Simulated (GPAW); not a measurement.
Input of a GPAW 26.7.0 run:

run.py

```python
from ase.dft.bandgap import bandgap
from ase.io import read, write
from ase.units import Bohr, GPa
from gpaw import GPAW, PW
from gpaw.elf import elf_from_dft_calculation

atoms = read('Ge.xyz')

calc = GPAW(mode=PW(600),
            xc='PBE',
            kpts={'size': (8, 8, 8), 'gamma': True},
            occupations={'name': 'methfessel-paxton', 'order': 0, 'width': 0.012},
            nbands=11,
            convergence={'density': 1e-05, 'energy': 1e-05},
            maxiter=150,
            txt='gpaw.txt')
atoms.calc = calc
energy = atoms.get_potential_energy()
forces = atoms.get_forces()
stress = atoms.get_stress()
calc.write('gs.gpw')
write('result.traj', atoms)
print(f'Energy: {energy:.6f} eV')
print('Forces (eV/A):')
print(forces.round(4))
print('Stress (GPa):', (stress / GPa).round(3))
print('Fermi level:', round(calc.get_fermi_level(), 4), 'eV')
print(f'Gap: {bandgap(calc)[0]:.4f} eV, direct: {bandgap(calc, direct=True)[0]:.4f} eV')

# fields on the real-space grid
write('density.cube', atoms, data=calc.get_pseudo_density() * Bohr**3)
write('potential.cube', atoms, data=calc.get_electrostatic_potential())
write('elf.cube', atoms, data=elf_from_dft_calculation(calc).data)
```

Ge.xyz

```xyz
2
Lattice="0.0000000000 2.8289100000 2.8289100000 2.8289100000 0.0000000000 2.8289100000 2.8289100000 2.8289100000 0.0000000000" Properties=species:S:1:pos:R:3 pbc="T T T"
Ge     4.2433650000      4.2433650000      4.2433650000
Ge     2.8289100000      2.8289100000      2.8289100000
```

Potentials or basis: GPAW PAW data sets (gpaw-data 1.2.1), pw.

Command:

```console
$ OMP_NUM_THREADS=1 python run.py
```

(1) What does it give for the band gap on the k mesh?

(2) Predict the pressure.

Results:

(1) 0.09 eV, direct.

(2) 3.8 GPa.

**What was measured.**

“Electronic and optical properties of SixGe1-x-ySny alloys lattice-matched to Ge”, 2021, arxiv:2109.02782 reports, for a bulk crystal of Ge at 300 K: band gap 0.807 eV (direct).

Measured gap of Ge: 0.807 eV (direct; 300 K; “Electronic and optical properties of SixGe1-x-ySny alloys lattice-matched to Ge”, 2021, arxiv:2109.02782). This calculation gives 0.09 eV (-0.72 eV). 3 values of this kind are on record (0.666 to 0.807 eV); this one was drawn at random among those near their median. Spin-orbit coupling on Ge is left out. The value is that of PBE on a finite k mesh, which can miss the band edges, without temperature or zero-point motion. Semilocal functionals fall short of measured gaps as a rule.
